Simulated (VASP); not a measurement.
C, 8 atoms in the cell. The cell holds a slab with vacuum, 8 atoms: a = 2.456 Å, b = 2.456 Å, c = 25.095 Å, α = 90.00°, β = 90.00°, γ = 120.00°. The slab is cut from a database's or a generator's crystal, which needn't be the stable form of the element. The cell isn't the ideal one: the (0 0 1) slab of C, cut from the database cell, not relaxed.

- Program: VASP 6.6.1
- Task: relaxation of the atoms
- Functional: PBE
- Dispersion: D3(BJ)
- Potentials or basis: VASP PAW PBE potentials, release 64 (C)
- Cutoff: 520 eV
- k mesh: 12 × 12 × 1
- Occupations: gaussian, width 0.05 eV
- Spin: no spin polarisation
- Dipole correction: yes
- Atoms held fixed (from 0): [0, 1, 2, 3]
- Further INCAR settings: ALGO = Normal; EDIFF = 1e-07; IBRION = 2; EDIFFG = -0.005; NSW = 60

Potentials or basis: VASP PAW PBE potentials, release 64 (C).

Run with:

```sh
$ cat potpaw_PBE.64/C/POTCAR > POTCAR
$ mpirun -np 1 vasp_std > vasp.out
```

Hardware: 1 thread of Intel(R) Xeon(R) Platinum 8259CL CPU @ 2.50GHz (Skylake/Cascade Lake) (shared host).

**Question.** How long does it take, and how much memory?

**Answer.** Run time: 4.2 min on 1 thread of Intel(R) Xeon(R) Platinum 8259CL CPU @ 2.50GHz (Skylake/Cascade Lake), on a shared host, peak memory 0.25 GiB. Counts: scf iterations 71, k points 19, ion steps 6.
